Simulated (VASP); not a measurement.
A run of VASP 6.6.1:

The input POSCAR:

```
Mg
1.0
    3.2093000000      0.0000000000      0.0000000000
   -1.6046500000      2.7793353284      0.0000000000
    0.0000000000      0.0000000000      5.2103000000
Mg
2
Direct
    0.6666666667      0.3333333333      0.7500000000
    0.3333333333      0.6666666667      0.2500000000
```

File INCAR.step1:

```
SYSTEM = Mg
PREC = Accurate ; ENCUT = 600
EDIFF = 1E-7 ; ISMEAR = -1
SIGMA = 0.05 ; LREAL = .FALSE.
LASPH = .TRUE. ; NELM = 100
ALGO = Normal ; ISIF = 2
LWAVE = .FALSE. ; LCHARG = .TRUE.
GGA = PE
```

KPOINTS.step1

```
regular mesh
0
G
  10 10 5
  0 0 0
```

The input INCAR.step2:

```
SYSTEM = Mg
PREC = Accurate ; ENCUT = 600
EDIFF = 1E-7 ; ISMEAR = 0
SIGMA = 0.05 ; LREAL = .FALSE.
LASPH = .TRUE. ; NELM = 100
ALGO = Normal ; ISIF = 2
LWAVE = .FALSE. ; LCHARG = .FALSE.
GGA = PE ; ICHARG = 11
```

Contents of KPOINTS.step2:

```
path GMKGALHA,LM,KH
15
line-mode
reciprocal
 0.0000000000  0.0000000000  0.0000000000  G
 0.5000000000  0.0000000000  0.0000000000  M

 0.5000000000  0.0000000000  0.0000000000  M
 0.3333333333  0.3333333333  0.0000000000  K

 0.3333333333  0.3333333333  0.0000000000  K
 0.0000000000  0.0000000000  0.0000000000  G

 0.0000000000  0.0000000000  0.0000000000  G
 0.0000000000  0.0000000000  0.5000000000  A

 0.0000000000  0.0000000000  0.5000000000  A
 0.5000000000  0.0000000000  0.5000000000  L

 0.5000000000  0.0000000000  0.5000000000  L
 0.3333333333  0.3333333333  0.5000000000  H

 0.3333333333  0.3333333333  0.5000000000  H
 0.0000000000  0.0000000000  0.5000000000  A

 0.5000000000  0.0000000000  0.5000000000  L
 0.5000000000  0.0000000000  0.0000000000  M

 0.3333333333  0.3333333333  0.0000000000  K
 0.3333333333  0.3333333333  0.5000000000  H
```

Potentials or basis: VASP PAW PBE potentials, release 64 (Mg_sv_GW).

Run with:

```bash
$ cat potpaw_PBE.64/Mg_sv_GW/POTCAR > POTCAR
$ cp INCAR.step1 INCAR
$ cp KPOINTS.step1 KPOINTS
$ mpirun -np 1 vasp_std > vasp.out
$ cp INCAR.step2 INCAR
$ cp KPOINTS.step2 KPOINTS
$ mpirun -np 1 vasp_std > vasp.out
```

Hardware: 1 thread of Intel(R) Xeon(R) Platinum 8559C (Emerald Rapids), on a shared host.

**Question.** How long does it take, and how much memory?

**Answer.** Run time: 76 s on 1 thread of Intel(R) Xeon(R) Platinum 8559C (Emerald Rapids), with other jobs on the host, peak memory 0.23 GiB. Counts: scf iterations 8, k points 135.
